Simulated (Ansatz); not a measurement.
The system is CO2.

```
O C
1.0
    -1.97473    1.97473    3.01406
     1.97473   -1.97473    3.01406
     1.97473    1.97473   -3.01406
O C
4 2
Direct
  0.87500 0.95980 0.58480
  0.37500 0.29020 0.41520
  0.04020 0.62500 0.91520
  0.70980 0.12500 0.08480
  0.00000 0.00000 0.00000
  0.75000 0.25000 0.50000
```

The cell comes from a database or a generator and needn't be the stable form of this composition.

Base run:

* Program: Ansatz 0.2.0
* Functional: PBEsol
* Potentials or basis: Ansatz PAW earlier set
* Cutoff: 930 eV
* Density cutoff: 4650 eV
* k mesh: 9 × 9 × 9
* Occupations: fermi-dirac, width 0.05 eV
* Spin: no spin polarisation

Its results: band gap on the k mesh 7.58 eV, indirect (least direct gap 8.04 eV); pressure -6.2 GPa; largest force 0.185 eV/Å.

Task: The run is repeated on the same cell with these changes: potentials or basis from Ansatz PAW earlier set to JTH PAW; cutoff from 930 eV to 1380 eV; density cutoff from 4650 eV to 11040 eV. What comes out?

Result: Band gap on the k mesh 7.54 eV, indirect (least direct gap 8.00 eV); pressure -7.0 GPa; largest force 0.275 eV/Å.

Caveats: odd divisions of the mesh miss points on the zone boundary, where band edges often lie, so the gap on the mesh can be too wide; the PAW data sets come from PBE, with cores solved anew for the run's functional, which leaves a small shift of forces and pressure (some runs).

A k mesh can miss the band edges.

Not every run made on this cell is shown here.
